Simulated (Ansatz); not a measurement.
# Al2O3 (R-3c): the host for defect calculations

Before any defect goes in: Al2O3 (R-3c) at rest, and how it screens a charge.

Calculated with Ansatz 0.2.0; plane-wave PAW DFT, PBEsol; relaxation of the host's cell and atoms, in the first sound run; inputs show where later runs differ.

**1. The structure**

Symmetry: R-3c, No. 167, trigonal system. The conventional cell has a = 4.805 Å, b = 4.805 Å, c = 13.116 Å, α = 90.00°, β = 90.00°, γ = 120.00°. Nearest to Al lie 6 O at 1.87 to 1.99 Å. O has 4 Al at 1.87 to 1.99 Å nearest. Farther neighbours and most contacts between anions are not listed.

**2. Host cell relaxation**

Lattice and positions are set free, within the symmetry that the program keeps.

File cell/input.yaml:

```yaml
crystal:
  lattice:
    - [2.4025136, 1.3870919, 4.3720844]
    - [-2.4025136, 1.3870919, 4.3720844]
    - [0.0, -2.7741838, 4.3720844]
  atoms:
    - { symbol: Al, position: [0.647904, 0.647904, 0.647904] }
    - { symbol: Al, position: [0.852096, 0.852096, 0.852096] }
    - { symbol: Al, position: [0.147904, 0.147904, 0.147904] }
    - { symbol: Al, position: [0.352096, 0.352096, 0.352096] }
    - { symbol: O, position: [0.4438545, 0.0561455, 0.75] }
    - { symbol: O, position: [0.9438545, 0.25, 0.5561455] }
    - { symbol: O, position: [0.0561455, 0.75, 0.4438545] }
    - { symbol: O, position: [0.75, 0.4438545, 0.0561455] }
    - { symbol: O, position: [0.25, 0.5561455, 0.9438545] }
    - { symbol: O, position: [0.5561455, 0.9438545, 0.25] }
basis:
  ecutwfc: 420
  xc_grid: 2
hamiltonian:
  xc: pbesol
kpoints:
  mp_grid: { grid: [7, 7, 7] }
scf:
  occupations: { method: fixed }
  max_iter: 100
relax:
  f_tol: 0.005
  max_steps: 60
  cell: {}
output:
  forces: true
  stress: true
checkpoint:
  write: "../cell.run"
  compress: false
  write_wavefunctions: false
  write_every: 100000
```

On the command line:

```
$ ansatz run input.yaml --threads 8 --pin off --max-ram 22609MiB --backend cpu --events-out ev --progress --plain --runs-dir out
```

Numbers of over 12 decimals in the logs are rounded to 6 here.

The log of the run:

```text
[... repeated set-up lines and file paths are left out, and long positions are rounded to six places ...]
Engine: ansatz 0.2.0, aarch64-unknown-linux-gnu
Pseudopotentials: kind: paw
Pseudopotential: Al, paw, valence charge 3, recommended cutoff 420 eV (normal), Al.paw.azcp
Pseudopotential: O, paw, valence charge 6, recommended cutoff 420 eV (normal), O.paw.azcp
Functional definition: PBEsol
  exchange = pbesol_x
  correlation = pbesol_c
Crystal: 10 atoms, lattice volume = 87.420 Å³
Basis set: ecut = 420 eV, 1707 PW (Γ), exchange–correlation on 72×72×72 points (8 copies of the dense FFT grid, shifted against one another)
Bands: 34, of which v1, the nominal top of the filled ones, is band 24 counted from 1 (23 counted from 0)
Symmetry: 12 space group operations
Space group: R-3c (ITA 167), of the structure as read, at distance tolerance 4.4e-5 Å
k-points: 44 of 343
Non-local potential: Al, projectors of the file, l = 0: 2, l = 1: 2, l = 2: 1
Non-local potential: O, projectors of the file, l = 0: 2, l = 1: 2, l = 2: 1
PAW form: soft (Blöchl's): semilocal exchange-correlation on the pseudo side does not see the compensation charge
PAW frozen core: Al, regenerated for the run's functional, and the local potential with it (the file was generated under x = pbe(κ = 0.804, μ = 0.219515), c = pbe(β = 0.066725))
PAW frozen core: O, regenerated for the run's functional, and the local potential with it (the file was generated under x = pbe(κ = 0.804, μ = 0.219515), c = pbe(β = 0.066725))
PAW one-centre angular grid: Al, 110 points (default); XC on 64 Gauss nodes
PAW one-centre angular grid: O, 110 points (default); XC on 64 Gauss nodes
Initial density: superposition of atomic densities (neutral atoms: chi_scale 0, normalization atom), corrected by the library's trained network
Initial wavefunctions: pseudopotential atomic-orbital guess
Functional: x = pbesol(κ = 0.804, μ = 0.123457), c = pbesol(β = 0.046)
SCF iter   1: F=—  HF=-5478.871218 eV  |F-HF|=—  |Δ(HF+E_count)|=         —  Δρ=1.60e-2  dr2=1.70e-1  ethr=1.77e-3  ⟨swp⟩=5.2  Hψ=5970  notcnv=0  defer=326
preconditioner: auto → Resta (q_TF=auto, 2.469 Å⁻¹)  ε∞=3.6  [insulator: Δε(μ)=5.664 eV  Ē_g=17.047 eV  n_scr=20 (ndim 8)  ℏωp=27.5 eV  f_vac=0.000  ε∞_Penn≈3.6]
SCF iter   2: F=—  HF=-5478.820081 eV  |F-HF|=—  |Δ(HF+E_count)|=   5.11e-2  Δρ=2.05e-3  dr2=1.57e-3  ethr=3.55e-4  ⟨swp⟩=2.6  Hψ=2769  notcnv=0  defer=350
SCF iter   3: F=—  HF=-5478.820249 eV  |F-HF|=—  |Δ(HF+E_count)|=   1.68e-4  Δρ=1.10e-3  dr2=5.56e-4  ethr=3.26e-6  ⟨swp⟩=2.0  Hψ=1737  notcnv=0  defer=308
automatic band count: iteration 3 solves 33 bands in place of 34: the levels show a gap, and the empty bands left out lie too high to hold charge; the band table lists the bands solved (type scf.n_extra_bands for more)
SCF iter   4: F=—  HF=-5478.820319 eV  |F-HF|=—  |Δ(HF+E_count)|=   7.02e-5  Δρ=8.12e-5  dr2=5.01e-6  ethr=1.16e-6  ⟨swp⟩=2.4  Hψ=2173  notcnv=0  defer=300
SCF iter   5: F=—  HF=-5478.820331 eV  |F-HF|=—  |Δ(HF+E_count)|=   1.19e-5  Δρ=1.75e-5  dr2=2.14e-7  ethr=1.04e-8  ⟨swp⟩=2.6  Hψ=2454  notcnv=0  defer=200
SCF iter   6: F=-5478.820331 eV  HF=-5478.820331 eV  |F-HF|=4.58e-9  |Δ(HF+E_count)|=   5.94e-8  Δρ=2.92e-6  dr2=9.98e-9  ethr=2.08e-10  ⟨swp⟩=4.0  Hψ=4531  notcnv=0
SCF 1 converged in 6 iterations: F = -5478.820331 eV  dr2 = 9.98e-9
  greatest PAW one-centre occupation: 0.857 electrons in one spin orbital (limit 2), on the O atom at site 9 (counted from 0), in its partial waves of l = 0
relax step   1: F+E_penalty+E_count = -5478.82033109 eV  Δ(F+E_penalty+E_count) = +0.000e0 eV  max|allowed force component| = 4.971e-2 eV/Å  Δτ_max = 0.0000 Å  P = -4.850 GPa  Ω = 87.420 Å³  (6 SCF iters, dr2 threshold 1.00e-7 eV, accepted)
[... the SCF cycles and remarks between the steps are left out from here to the last step ...]
relax step   2: F+E_penalty+E_count = -5478.84382496 eV  Δ(F+E_penalty+E_count) = -2.349e-2 eV  max|allowed force component| = 2.821e-2 eV/Å  Δτ_max = 0.0021 Å  P = -2.660 GPa  Ω = 86.618 Å³  energy of the carried Pulay correction = +4.597e-3 eV  (5 SCF iters, dr2 threshold 1.00e-6 eV, accepted)
relax step   3: F+E_penalty+E_count = -5478.85709568 eV  Δ(F+E_penalty+E_count) = -1.327e-2 eV  max|allowed force component| = 3.007e-2 eV/Å  Δτ_max = 0.0006 Å  P = +0.049 GPa  Ω = 85.677 Å³  energy of the carried Pulay correction = +1.005e-2 eV  (5 SCF iters, dr2 threshold 1.00e-6 eV, accepted)
relax step   4: F+E_penalty+E_count = -5478.85714019 eV  Δ(F+E_penalty+E_count) = -4.451e-5 eV  max|allowed force component| = 1.533e-2 eV/Å  Δτ_max = 0.0008 Å  P = +0.008 GPa  Ω = 85.686 Å³  energy of the carried Pulay correction = +9.997e-3 eV  (4 SCF iters, dr2 threshold 5.65e-8 eV, accepted)
relax step   5: F+E_penalty+E_count = -5478.85713552 eV  Δ(F+E_penalty+E_count) = +4.671e-6 eV  max|allowed force component| = 4.932e-3 eV/Å  Δτ_max = 0.0007 Å  P = -0.009 GPa  Ω = 85.692 Å³  energy of the carried Pulay correction = +9.965e-3 eV  (4 SCF iters, dr2 threshold 1.47e-8 eV, accepted)
relax step   6: F+E_penalty+E_count = -5478.84826372 eV  Δ(F+E_penalty+E_count) = +8.872e-3 eV  max|allowed force component| = 4.627e-3 eV/Å  Δτ_max = 0.0000 Å  P = -0.205 GPa  Ω = 85.692 Å³  stress off target by 2.09e-1 GPa  SCF on the basis re-selected at this cell (its energy is not comparable with the rows above)  (5 SCF iters)
relax step   7: F+E_penalty+E_count = -5478.84871385 eV  Δ(F+E_penalty+E_count) = -4.501e-4 eV  max|allowed force component| = 2.287e-5 eV/Å  Δτ_max = 0.0003 Å  P = -0.004 GPa  Ω = 85.622 Å³  energy of the carried Pulay correction = +4.012e-4 eV  (4 SCF iters, dr2 threshold 1.09e-7 eV, accepted)
iter 1 solved again at ethr=1.91e-8 eV; its pass at ethr=3.10e-3 eV (dr2=9.16e-6 eV) is discarded
SCF iter   1: F=—  HF=-5478.848232 eV  |F-HF|=—  |Δ(HF+E_count)|=         —  Δρ=1.11e-5  dr2=2.52e-8  ethr=1.91e-8  ⟨swp⟩=3.0  Hψ=9935  notcnv=0  defer=347
SCF iter   2: F=—  HF=-5478.848243 eV  |F-HF|=—  |Δ(HF+E_count)|=   1.03e-5  Δρ=5.10e-6  dr2=7.93e-9  ethr=5.25e-11  ⟨swp⟩=2.0  Hψ=2354  notcnv=0  defer=334
SCF iter   3: F=—  HF=-5478.848243 eV  |F-HF|=—  |Δ(HF+E_count)|=   4.40e-9  Δρ=1.99e-6  dr2=1.46e-9  ethr=1.65e-11  ⟨swp⟩=2.1  Hψ=2149  notcnv=0  defer=334
SCF iter   4: F=—  HF=-5478.848243 eV  |F-HF|=—  |Δ(HF+E_count)|=  8.91e-10  Δρ=3.33e-7  dr2=1.00e-10  ethr=3.04e-12  ⟨swp⟩=3.0  Hψ=2517  notcnv=0  defer=334
SCF iter   5: F=-5478.848243 eV  HF=-5478.848243 eV  |F-HF|=3.64e-12  |Δ(HF+E_count)|=  3.82e-11  Δρ=7.31e-8  dr2=3.20e-12  ethr=1.00e-12  ⟨swp⟩=4.0  Hψ=4574  notcnv=0
SCF 8 converged in 5 iterations: F = -5478.848243 eV  dr2 = 3.20e-12
relax step   8: F+E_penalty+E_count = -5478.84824275 eV  Δ(F+E_penalty+E_count) = +4.711e-4 eV  max|allowed force component| = 4.126e-5 eV/Å  Δτ_max = 0.0000 Å  P = -0.009 GPa  Ω = 85.622 Å³  stress off target by 9.19e-3 GPa  SCF on the basis re-selected at this cell (its energy is not comparable with the rows above)  (5 SCF iters)
basis re-selected at this cell: Δ(F+E_penalty+E_count) = +4.711e-4 eV, ΔP = -0.005 GPa vs the last step (what re-selecting the basis moved, of the pressure what is left beyond the Pulay correction that the steps carried, after the strain that the cell walked [...]
SCF converged after 5 iterations
Free energy (F): -5478.848243 eV
Harris-Foulkes:  -5478.848243 eV  (|F-HF|=3.64e-12)
Internal energy: -5478.848243 eV  (E = F + TS)
E sigma→0 (E₀):  -5478.848243 eV
Fermi energy:    7.540257 eV
--- Per-component energies (eV) ---
  E_band       = 58.003500
  E_kinetic    = 1178.143740
  E_local      = -1978.782719  (includes V_loc(G=0)·N_el)
  E_nonlocal   = 326.503290
  E_hartree    = 728.900893
  E_xc         = -605.825314
  E_vxc        = -692.594705  (∫ρ·V_xc dr)
  E_paw        = -2736.808600  (= ΣΔE_a)
  E_vpaw       = -233.082956  (= ΣTr[D̂ρ^β])
  E_aug_tail   = 0.015146  (compensation charges beyond the density's cutoff)
  E_ewald      = -2391.282962
  E_core_change = 0.288284  (= ΣΔE_core)
  E_smearing   = -0.000000  (= −TS)
  E_closure    = 0.000000  (closes the sum)
  Σ components = -5478.848243   (vs F -5478.848243, Δ=0.00e0)
--- Forces (eV/Å), atoms counted from 1 ---
  atom   1  Al     0.00000000     0.00000000     0.00000657
  atom   2  Al    -0.00000000    -0.00000000    -0.00000657
  atom   3  Al     0.00000000     0.00000000     0.00000657
  atom   4  Al     0.00000000    -0.00000000    -0.00000657
  atom   5  O     -0.00004126    -0.00000000     0.00000000
  atom   6  O     -0.00002063    -0.00003573     0.00000000
  atom   7  O      0.00002063     0.00003573     0.00000000
  atom   8  O      0.00002063    -0.00003573     0.00000000
  atom   9  O     -0.00002063     0.00003573    -0.00000000
  atom  10  O      0.00004126     0.00000000     0.00000000
  max |Σ_I F_I| component: 1.79e-17 eV/Å
--- Stress (GPa, compression-positive) ---
       -0.009185      -0.000000      -0.000000
       -0.000000      -0.009185       0.000000
       -0.000000      -0.000000      -0.007187
  P = ⅓ Tr σ = -0.0085 GPa (-0.085 kbar)
--- Relaxed structure (6 steps of the walk, 6 accepted, 2 SCFs on fresh bases) ---
  F+E_penalty+E_count = -5478.84824275 eV   max|allowed force component| = 4.126e-5 eV/Å   (the final SCF, on the basis selected at the relaxed cell)
  cell:  # Å, volume = 85.6225 Å³
    - [2.386934, 1.378097, 4.338269]
    - [-2.386934, 1.378097, 4.338269]
    - [0, -2.756194, 4.338269]
  atoms:
    - { symbol: Al, position: [0.647921, 0.647921, 0.647921] }
    - { symbol: Al, position: [0.852079, 0.852079, 0.852079] }
    - { symbol: Al, position: [0.147921, 0.147921, 0.147921] }
    - { symbol: Al, position: [0.352079, 0.352079, 0.352079] }
    - { symbol: O, position: [0.444140, 0.055860, 0.75] }
    - { symbol: O, position: [0.944140, 0.250000, 0.555860] }
    - { symbol: O, position: [0.055860, 0.750000, 0.444140] }
    - { symbol: O, position: [0.75, 0.444140, 0.055860] }
    - { symbol: O, position: [0.250000, 0.555860, 0.944140] }
    - { symbol: O, position: [0.555860, 0.944140, 0.250000] }
```

Wall time 21 s (8 threads of Arm Neoverse V2, shared host); peak memory 0.51 GiB; 45 s of CPU time.

Relaxation path:

```csv
step,energy less that of the first step (eV),largest force component (eV/Å),pressure (GPa),volume (Å³)
1,0.0000,0.0497,-4.85,87.42
2,-0.0235,0.0282,-2.66,86.62
3,-0.0368,0.0301,0.05,85.68
4,-0.0368,0.0153,0.01,85.69
5,-0.0368,0.0049,-0.01,85.69
6,-0.0279,0.0046,-0.20,85.69
7,-0.0284,0.0000,0.00,85.62
8*,-0.0279,0.0000,-0.01,85.62
```

Relaxation steps marked * repeat the geometry before them on a plane-wave basis chosen anew for their cell, so energy and pressure can jump there. The log counts 2 steps on a newly chosen plane-wave basis, not all of them marked here; energy and pressure can jump at such steps.

Forces are held to the 12 operations that the run works with; a distortion that breaks them can't arise in this run.

```csv
"conventional cell, symmetrised",before,after,change
a (Å),4.805,4.774,-0.6 %
b (Å),4.805,4.774,-0.6 %
c (Å),13.116,13.015,-0.8 %
volume (Å³/atom),8.74,8.56,-2.1 %
```

Numbers from this step:

```
pressure : -0.008519 GPa
```

The relaxation ends with a largest force component of 4.1e-5 eV/Å and a pressure of -0.01 GPa.

**3. Dielectric tensors of the host**

The response to a uniform electric field gives the electronic dielectric tensor.

This step: plane-wave PAW DFPT, PBEsol; dielectric tensors, Born charges and zone-centre modes of the host (Ansatz 0.2.0).

File eps/input.yaml:

```yaml
crystal:
  lattice:
    - [2.3869337137, 1.3780968221, 4.3382690299]
    - [-2.3869337137, 1.3780968221, 4.3382690299]
    - [0.0, -2.7561936443, 4.3382690299]
  atoms:
    - { symbol: Al, position: [0.6479208861, 0.6479208861, 0.6479208861] }
    - { symbol: Al, position: [0.8520791139, 0.8520791139, 0.8520791139] }
    - { symbol: Al, position: [0.1479208861, 0.1479208861, 0.1479208861] }
    - { symbol: Al, position: [0.3520791139, 0.3520791139, 0.3520791139] }
    - { symbol: O, position: [0.4441402346, 0.0558597654, 0.75] }
    - { symbol: O, position: [0.9441402346, 0.25, 0.5558597654] }
    - { symbol: O, position: [0.0558597654, 0.75, 0.4441402346] }
    - { symbol: O, position: [0.75, 0.4441402346, 0.0558597654] }
    - { symbol: O, position: [0.25, 0.5558597654, 0.9441402346] }
    - { symbol: O, position: [0.5558597654, 0.9441402346, 0.25] }
basis:
  ecutwfc: 420
hamiltonian:
  xc: pbesol
kpoints:
  mp_grid: { grid: [6, 6, 6] }
scf:
  occupations: { method: fixed }
  max_iter: 100
phonons:
  method: dfpt
  dielectric: true
  rigid_motions: translations
```

The log of the run:

```text
[...]
Crystal: 10 atoms, lattice volume = 85.622 Å³
Basis set: ecut = 420 eV, 1653 PW (Γ), exchange–correlation on 72×72×72 points (8 copies of the dense FFT grid, shifted against one another)
Bands: 34, of which v1, the nominal top of the filled ones, is band 24 counted from 1 (23 counted from 0)
Symmetry: 12 space group operations
k-points: 112 of 216 (irreducible under 1 space group operation, time reversal used)
[...]
SCF iter   1: F=—  HF=-5478.899070 eV  |F-HF|=—  |Δ(HF+E_count)|=         —  Δρ=1.61e-2  dr2=1.68e-1  ethr=1.77e-3  ⟨swp⟩=5.1  Hψ=15355  notcnv=0  defer=827
[...]
SCF iter   8: F=-5478.848116 eV  HF=-5478.848116 eV  |F-HF|=9.09e-13  |Δ(HF+E_count)|=  1.20e-10  Δρ=1.02e-7  dr2=7.19e-12  ethr=1.00e-12  ⟨swp⟩=15.5  Hψ=26430  notcnv=0
SCF 1 converged in 8 iterations: F = -5478.848116 eV  dr2 = 7.19e-12
[...]
NSCF: frozen V_eff on 6 k-points
DFPT response loops at Γ: preconditioner auto → none (the input reference at scf.mixing.eps_inf says where Resta's filter doesn't serve); β = 0.50; Broyden in place of MSR1
SCF converged after 8 iterations
Free energy (F): -5478.848116 eV
[...]
Internal energy: -5478.848116 eV  (E = F + TS)
E sigma→0 (E₀):  -5478.848116 eV
Fermi energy:    7.540257 eV
[...]
--- Band table (eV; the first three rows and the last of 112) ---
[...]
[... further k-points left out ...]
--- Phonons (Γ-DFPT): 5 representative perturbations + reference, on 112 of 216 k-points (Σ response iterations 18) ---
  k mesh reduced under 1 symmetry operation, with k and −k counted as one. Each operation leaves every solved perturbation unchanged. A smaller set is not considered because the run solves the response to a homogeneous field
  ASR residual: 4.403e-5 → 0.000e0 eV/Å²; symmetrization residual: 3.577e-5 eV/Å²
  ASR residual per site (eV/Å²): 1.95e-5 1.95e-5 1.95e-5 1.95e-5 4.40e-5 4.40e-5 4.40e-5 4.40e-5 4.40e-5 4.40e-5
  Γ frequencies (cm⁻¹): 0.00 0.00 0.00 297.49 363.68 363.68 376.61 376.61 383.42 405.35 420.41 420.41 424.97 424.97 433.50 433.50 514.15 556.37 556.37 561.85 561.85 567.45 589.11 613.94 613.94 624.27 673.96 729.12 729.12 730.73
  ε∞ (high-frequency dielectric tensor):
        3.295622     0.000000    -0.000000
       -0.000000     3.295622     0.000000
        0.000000     0.000000     3.257177
  ε⁰ (static dielectric tensor: ions relaxed, cell fixed):
        9.716992     0.000000    -0.000000
        0.000000     9.716992    -0.000000
       -0.000000    -0.000000    11.805429
  ε⁰ − ε∞ (ionic part):
        6.421370     0.000000    -0.000000
        0.000000     6.421370    -0.000000
       -0.000000    -0.000000     8.548252
  softest optical mode at Γ: 297.49 cm⁻¹; the repairs (sum rule, projections) moved no ω² at Γ by more than (4.40 cm⁻¹)²
  Born effective charges Z* (e; rows j = field, columns β = displacement):
    site 0:
         2.98076   -0.03049   -0.00000
         0.03049    2.98076    0.00000
         0.00000    0.00000    2.94701
    site 1:
         2.98076    0.03049    0.00000
        -0.03049    2.98076    0.00000
        -0.00000    0.00000    2.94701
    site 2:
         2.98076    0.03049    0.00000
        -0.03049    2.98076    0.00000
        -0.00000    0.00000    2.94701
    site 3:
         2.98076   -0.03049   -0.00000
         0.03049    2.98076    0.00000
         0.00000    0.00000    2.94701
    site 4:
        -2.08820   -0.00000    0.00000
        -0.00000   -1.88614    0.27217
        -0.00000    0.36582   -1.96467
    site 5:
        -1.93666   -0.08749    0.23570
        -0.08749   -2.03769   -0.13608
         0.31681   -0.18291   -1.96467
    site 6:
        -1.93666   -0.08749    0.23570
        -0.08749   -2.03769   -0.13608
         0.31681   -0.18291   -1.96467
    site 7:
        -1.93666    0.08749   -0.23570
         0.08749   -2.03769   -0.13608
        -0.31681   -0.18291   -1.96467
    site 8:
        -1.93666    0.08749   -0.23570
         0.08749   -2.03769   -0.13608
        -0.31681   -0.18291   -1.96467
    site 9:
        -2.08820   -0.00000    0.00000
        -0.00000   -1.88614    0.27217
         0.00000    0.36582   -1.96467
  Z* charge neutrality: 6.913e-5 e pre-enforcement
  k-mesh period / interband length: 28.6 Å / 1.27 Å = 22.49 at k = (0.0000, 0.0000, 0.0000), direct gap 6.030 eV — 14 or more, which is no proof of convergence
  optical modes at Γ without the LO–TO term, one row a degenerate level:
      ω (cm⁻¹)  modes    IR ((D/Å)²/amu)
        297.49      1             0.0000
[...]
optical modes at Γ + LO–TO along q̂ = [1.0000, 0.0000, 0.0000]:
      ω (cm⁻¹)  modes    IR ((D/Å)²/amu)
[...]
optical modes at Γ + LO–TO along q̂ = [0.0000, 1.0000, 0.0000]:
      ω (cm⁻¹)  modes    IR ((D/Å)²/amu)
[...]
optical modes at Γ + LO–TO along q̂ = [0.0000, 0.0000, 1.0000]:
      ω (cm⁻¹)  modes    IR ((D/Å)²/amu)
[...]
433.50      2             0.0000
        487.07      1             2.0577
        514.15      1             0.0000
        556.37      2            81.2406
        561.85      2             0.0000
        589.11      1             0.0000
        613.94      2             7.1723
        624.27      1             0.0000
        673.96      1             0.0000
        729.12      2             0.0000
        730.73      1             0.0000
        850.41      1            62.2010
```

Run time: 82 s. Hardware: 8 threads; peak memory 1.5 GiB.

In the SCF lines HF is the Harris–Foulkes energy and dr2 the Hartree energy of the density residual, in eV; the loop may stop once dr2 is under the threshold and the program's other checks hold. Hψ counts applications of the Hamiltonian.

Electronic dielectric tensor:

```
3.30 0.00 0.00
0.00 3.30 0.00
0.00 0.00 3.26
```

Static dielectric tensor:

```
 9.72  0.00  0.00
 0.00  9.72  0.00
 0.00  0.00 11.81
```

The principal values of the electronic dielectric tensor are 3.26, 3.30 and 3.30. The principal values of the static dielectric tensor are 9.72, 9.72 and 11.81.

[end of part 1 of 3]

[Logs are printed without paths, hosts, clocks, repeated set-up lines and the standing remarks that a program may print on its own settings, such as how far it seeks lower states.]

[Hosts, paths, dates, database ids (printed as entryN), source tags and the programs' standing remarks are cut or masked in the printed files.]

[Runs of the host that timed out are not shown.]

[For some hosts the program warned that the k-mesh of the response run may be too coarse for force constants and the static dielectric constant; such warnings are not always shown.]
